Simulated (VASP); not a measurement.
Here is a VASP 6.6.1 calculation.

The input INCAR:

```
ALGO = Normal
EDIFF = 1E-6
EDIFFG = -0.01
ENCUT = 600
GGA = PS
IBRION = 2
ISIF = 3
ISMEAR = 0
LASPH = T
LCHARG = F
LREAL = F
LWAVE = F
NELM = 80
NSW = 90
PREC = Accurate
SIGMA = 0.03
```

Contents of KPOINTS:

```
k-points
0
Gamma
  10 10 10
```

File POSCAR:

```
Si
1.0
    0.0000000000      2.7135600000      2.7135600000
    2.7135600000      0.0000000000      2.7135600000
    2.7135600000      2.7135600000      0.0000000000
Si
2
Direct
    0.7500000000      0.7500000000      0.7500000000
    0.5000000000      0.5000000000      0.5000000000
```

Potentials or basis: VASP PAW PBE potentials, release 64 (Si).

The run is started by

```console
$ cat potpaw_PBE.64/Si/POTCAR > POTCAR
$ mpirun -np 1 vasp_std > vasp.out
```

(1) Estimate the relaxed volume.

(2) Estimate the space group after relaxing (to 0.05 Å).

## Answers

(1) 20.08 Å³/atom.

(2) Fd-3m (No. 227).

Caveat: the PAW data sets were made with another functional, which shifts forces and pressure a little.
